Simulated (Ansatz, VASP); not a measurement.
## Two plane-wave programs on PbO

Contents of INCAR:

```
PREC = Accurate
ENCUT = 520
EDIFF = 1E-7
ISMEAR = -1
SIGMA = 0.05
LREAL = F
LASPH = T
NELM = 60
ALGO = Normal
ISIF = 2
LWAVE = F
LCHARG = F
GGA = PE
NBANDS = 50
```

KPOINTS

```
Automatic mesh
0
Gamma
  5 5 6
```

Contents of POSCAR:

```
PbO
1.0
    5.8760000000      0.0000000000      0.0000000000
    0.0000000000      5.4760000000      0.0000000000
    0.0000000000      0.0000000000      4.7430000000
Pb O
4 4
Direct
    0.7721320000      0.5103020000      0.2450010000
    0.2372420000      0.4864130000      0.7395790000
    0.7784430000      0.9822340000      0.7537270000
    0.2330850000      0.0110260000      0.2567580000
    0.1291930000      0.5846910000      0.2538390000
    0.8705980000      0.4250400000      0.7471500000
    0.1379660000      0.9216270000      0.7482840000
    0.8662250000      0.0742650000      0.2369900000
```

Contents of input.yaml:

```yaml
crystal:
  lattice:
    - [5.876, 0.0, 0.0]
    - [0.0, 5.476, 0.0]
    - [0.0, 0.0, 4.743]
  atoms:
    - { symbol: Pb, position: [0.772132, 0.510302, 0.245001] }
    - { symbol: Pb, position: [0.237242, 0.486413, 0.739579] }
    - { symbol: Pb, position: [0.778443, 0.982234, 0.753727] }
    - { symbol: Pb, position: [0.233085, 0.011026, 0.256758] }
    - { symbol: O, position: [0.129193, 0.584691, 0.253839] }
    - { symbol: O, position: [0.870598, 0.42504, 0.74715] }
    - { symbol: O, position: [0.137966, 0.921627, 0.748284] }
    - { symbol: O, position: [0.866225, 0.074265, 0.23699] }
hamiltonian:
  xc: pbe
  pseudopotentials: { kind: paw }
kpoints:
  mp_grid: { grid: [5, 5, 6] }
scf:
  occupations: { method: fermi_dirac, width: 0.05 }
output:
  forces: true
  stress: true
  eigenvalues: true
```

Change from the starting cell: atoms moved at random, drawn with an rms of 0.05 Å.

Alike in both runs: task single point; functional PBE; k mesh 5 × 5 × 6; occupations fermi-dirac, width 0.05 eV; no spin polarisation.

```csv
,VASP,Ansatz
version,VASP 6.6.1,Ansatz 0.2.0
potentials or method,"VASP PAW PBE potentials, release 64 (Pb_d, O)",Ansatz PAW
plane-wave cutoff (eV),520,420
valence electrons in the cell,80,80
```

|  | VASP | Ansatz | Ansatz less VASP |
| --- | --- | --- | --- |
| gap on the k mesh at the Fermi level (eV) | 1.93 | 1.94 | +0.004 |
| least direct gap on the mesh (eV) | 2.09 | 2.10 | +0.002 |
| pressure (GPa) | 2.9 | 2.9 | -0.05 |
| largest component of the traceless stress (GPa) | 4.59 | 4.41 | -0.172 |
| rms of the force components (eV/Å) | 0.574 | 0.561 | -0.0134 |

Atom by atom the forces differ by 0.023 eV/Å (rms over components). With one functional, cell and mesh, what is left measures potentials, basis and numerics.

Caveats: spin-orbit coupling is left out, which as a rule narrows the gap of such compounds by several tenths of an eV; the cell's inner coordinates are idealised or old, which leaves forces on the atoms; an odd mesh through Γ misses points on the zone boundary, where band edges often lie (VASP); odd divisions of the mesh miss points on the zone boundary, where band edges often lie, so the gap on the mesh can be too wide (Ansatz); the pressure holds a Pulay correction of +0.3 GPa for the finite cutoff (Ansatz).
